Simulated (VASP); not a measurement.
# Cr (P6_3/mmc) in VASP: reference runs, part 2 of 2

VASP 6.6.1. Earlier steps stand in the parts before.

## (3) Single point, PBE, collinear spin, ferromagnetic start (atoms moved at random, drawn with an rms of 0.05 Å)

Contents of INCAR:

```
SYSTEM = Cr
  PREC = Accurate
  ENCUT = 520
  EDIFF = 1E-7
  ISMEAR = -1
  SIGMA = 0.05
  LREAL = .False.
  LASPH = .True.
  NELM = 150
  ALGO = Normal
  ISIF = 2
  LWAVE = .False.
  LCHARG = .True.
  ISPIN = 2
  MAGMOM = 3 3
  LORBIT = 11
  LMAXMIX = 4
  GGA = PE
  LELF = .True.
  LVHAR = .True.
  NBANDS = 23
```

Contents of KPOINTS:

```
regular mesh
0
Gamma
  11 11 6
  0 0 0
```

Contents of POSCAR:

```
Cr
1.0
    2.7140000000      0.0000000000      0.0000000000
   -1.3570000000      2.3503929459      0.0000000000
    0.0000000000      0.0000000000      4.4100000000
Cr
2
Direct
    0.6779190000      0.3340110000      0.7440990000
    0.3302660000      0.6601540000      0.2546310000
```

Potentials or basis: VASP PAW PBE potentials, release 64 (Cr_pv).

Started as:

```sh
$ cat potpaw_PBE.64/Cr_pv/POTCAR > POTCAR
$ mpirun -np 1 vasp_std > vasp.out
```

OUTCAR:

```text
SYSTEM = Cr
   PREC = Accurate
   ENCUT = 520
   EDIFF = 1E-7
   ISMEAR = -1
   LREAL = .False.
   LASPH = .True.
   NELM = 150
   ISIF = 2
   ISPIN = 2
   LORBIT = 11
   GGA = PE

 ion  position               nearest neighbor table
   1  0.678  0.334  0.744-   2 2.65   2 2.68   2 2.68   2 2.72   2 2.75   2 2.75
   2  0.330  0.660  0.255-   1 2.65   1 2.68   1 2.68   1 2.72   1 2.75   1 2.75

  LATTYP: Found a hexagonal cell.
 ALAT       =     2.7140000000
 C/A-ratio  =     1.6249078850

  Lattice vectors:

 A1 = (   2.7140000000,   0.0000000000,   0.0000000000)
 A2 = (  -1.3570000000,   2.3503929459,   0.0000000000)
 A3 = (   0.0000000000,   0.0000000000,   4.4100000000)

Analysis of symmetry for initial positions (statically):
=====================================================================
 Subroutine PRICEL returns:
 Original cell was already a primitive cell.

 Routine SETGRP: Setting up the symmetry group for a
 hexagonal supercell.

 Subroutine GETGRP returns: Found  2 space group operations
 (whereof  1 operations were pure point group operations)
 out of a pool of 24 trial point group operations.

The static configuration has the point symmetry C_1 .
 The point group associated with its full space group is S_2 .

Analysis of symmetry for dynamics (positions and initial velocities):
=====================================================================
 Subroutine PRICEL returns:
 Original cell was already a primitive cell.

 Routine SETGRP: Setting up the symmetry group for a
 hexagonal supercell.

 Subroutine GETGRP returns: Found  2 space group operations
 (whereof  1 operations were pure point group operations)
 out of a pool of 24 trial point group operations.

The dynamic configuration has the point symmetry C_1 .
 The point group associated with its full space group is S_2 .

[... 177 lines left out ...]

 Free energy of the ion-electron system (eV)
  ---------------------------------------------------
  ext. energy  EPLUGINS =         0.00000000
  ---------------------------------------------------
  free energy    TOTEN  =       -17.72100399 eV

  energy without entropy =      -17.68771395  energy(sigma->0) =      -17.70435897

 E-fermi :   8.2984     XC(G=0): -12.5411

 val. band max:        8.2981356452   @ k =   0.1818   0.0000   0.0000
 cond. band min:       8.2993205713   @ k =   0.4545  -0.0000   0.1667
 fundamental gap:      0.0011849261
 Fermi energy:         8.2983744365

 spin component 1

 k-point     1 :       0.0000    0.0000    0.0000
  band No.  band energies     occupation
      1     -35.1824      1.00000
      2     -34.8401      1.00000
      3     -34.8351      1.00000
      4     -34.7788      1.00000
      5     -34.7623      1.00000
      6     -34.6953      1.00000
[... 1029 lines left out ...]
     22      18.2067      0.00000
     23      20.0627      0.00000

 [... further k-points ...]

 spin component 2

 k-point     1 :       0.0000    0.0000    0.0000
  band No.  band energies     occupation
      1     -34.3686      1.00000
      2     -33.9455      1.00000
      3     -33.9421      1.00000
      4     -33.8799      1.00000
      5     -33.8731      1.00000
      6     -33.8692      1.00000
[... 1029 lines left out ...]
     22      18.7371      0.00000
     23      20.4849      0.00000

 [... further k-points ...]

------------------------ aborting loop because EDIFF is reached ----------------------------------------

  FORCE on cell =-STRESS in cart. coord.  units (eV):
  Direction    XX          YY          ZZ          XY          YZ          ZX
  --------------------------------------------------------------------------------------
  -------------------------------------------------------------------------------------
  Total       -4.5643917     -4.6649158     -3.9667881      0.0870127      0.0029457      0.0051170
  in kB     -259.9588322   -265.6840522   -225.9231225      4.9556914      0.1677689      0.2914346
  external PRESSURE =    -250.5220023 kB  Pullay stress =       0.0000000 kB

 VOLUME and BASIS-vectors are now :
 -----------------------------------------------------------------------------
  energy-cutoff  :      520.00
  volume of cell :       28.13
      direct lattice vectors                 reciprocal lattice vectors
     2.714000000  0.000000000  0.000000000     0.368459838  0.212730387  0.000000000
    -1.357000000  2.350392946  0.000000000     0.000000000  0.425460773  0.000000000
     0.000000000  0.000000000  4.410000000     0.000000000  0.000000000  0.226757370

 POSITION                                       TOTAL-FORCE (eV/Angst)
 -----------------------------------------------------------------------------------
      1.38662      0.78506      3.28148         0.032927      0.019099      0.107252
      0.00051      1.55162      1.12292        -0.032927     -0.019099     -0.107252
 -----------------------------------------------------------------------------------
    total drift:                               -0.000018      0.000226     -0.000013

  FREE ENERGIE OF THE ION-ELECTRON SYSTEM (eV)
  ---------------------------------------------------
  free  energy   TOTEN  =       -17.7210039940 eV

  energy  without entropy=      -17.6877139525  energy(sigma->0) =      -17.70435897

 total charge

# of ion       s       p       d       tot
------------------------------------------
    1        0.383   6.279   4.056  10.718
    2        0.383   6.279   4.056  10.718
--------------------------------------------------
tot          0.766  12.558   8.113  21.436

 magnetization (x)

# of ion       s       p       d       tot
------------------------------------------
    1        0.002   0.023   0.841   0.866
    2        0.002   0.023   0.841   0.866
--------------------------------------------------
tot          0.004   0.046   1.682   1.733
```

It took 5.4 min on 1 thread of Intel Xeon Platinum 8488C (Sapphire Rapids), shared host; peak memory 0.39 GiB.

What came out:

```
Free energy                                           : -17.7210 eV
Pressure                                              : -25.1 GPa
Largest force                                         : 0.114 eV/Å
Band gap on the k mesh                                : none (metal or under the smearing width)
Net moment                                            : 1.86 μB per cell
Site moments                                          : Cr +0.87 μB
Valence electrons inside the program's atomic spheres : Cr 10.72
```

Forces in eV/Å, atoms in the order of the input:
```
Cr   0.033  0.019  0.107
Cr  -0.033 -0.019 -0.107
```

Stress tensor (GPa, compression positive):
```
-26.00   0.50   0.03
  0.50 -26.57   0.02
  0.03   0.02 -22.59
```

Levels at points of the mesh, in eV from the Fermi level:
Spin up:
```
           k point  band 10  band 11  band 12  band 13  band 14  band 15  band 16  band 17
(0.00, 0.00, 0.00)    -0.68    -0.65    -0.36    -0.32     0.09     0.17     0.41     1.29
(0.00, 0.00, 0.50)    -1.00    -0.77    -0.76    -0.75    -0.74     0.96     0.98     1.04
```
Spin down:
| k point | band 9 | band 10 | band 11 | band 12 | band 13 | band 14 |
| --- | --- | --- | --- | --- | --- | --- |
| (0.00, 0.00, 0.00) | -0.02 | 0.08 | 0.10 | 0.45 | 0.50 | 0.70 |
| (0.00, 0.00, 0.50) | -0.70 | -0.42 | 0.01 | 0.03 | 0.05 | 0.08 |
